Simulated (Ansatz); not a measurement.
MnO2:

```xyz
6
Lattice="2.8550 0.0000 0.0000 -1.4275 2.4725 0.0000 0.0000 0.0000 10.2217" Properties=species:S:1:pos:R:3 pbc="T T T"
Mn    0.0000    0.0000    5.1109
Mn    0.0000    0.0000    0.0000
O     1.4275    0.8242    4.1588
O     1.4275    0.8242    0.9521
O     0.0000    1.6483    6.0630
O     0.0000    1.6483    9.2697
```

Measurements of this composition are mostly on another form, of space group No. 136.

Base run:

- Program: Ansatz 0.2.0
- Functional: PBEsol
- Potentials or basis: Ansatz PAW
- Cutoff: 420 eV (not typed: the program's choice for these potentials)
- k mesh: 9 × 9 × 3
- Occupations: fermi-dirac, width 0.05 eV
- Spin: collinear spin, ferromagnetic start
- Starting moments: [3.0, 3.0, 0.0, 0.0, 0.0, 0.0] μB
- Fixed moment: 6 μB

Its results: pressure -2.3 GPa; site moments Mn +2.49; O +0.05 μB; largest force 0.190 eV/Å.

Q: The run is repeated on the same cell with these changes: fixed moment from 6 μB to 4 μB; moments at the start from [3.0, 3.0, 0.0, 0.0, 0.0, 0.0] to [2.0, 2.0, 0.0, 0.0, 0.0, 0.0]. What comes out?

A: Pressure -6.9 GPa; site moments Mn +1.70; O +0.01 μB; largest force 0.540 eV/Å.

Caveats: the total moment is fixed, so each spin has its own Fermi level; only a ferromagnetic start was run, and an antiferromagnetic order may lie lower in energy; the PAW data sets come from PBE, with cores solved anew for the run's functional, which leaves a small shift of forces and pressure; the thresholds are loose for stress.
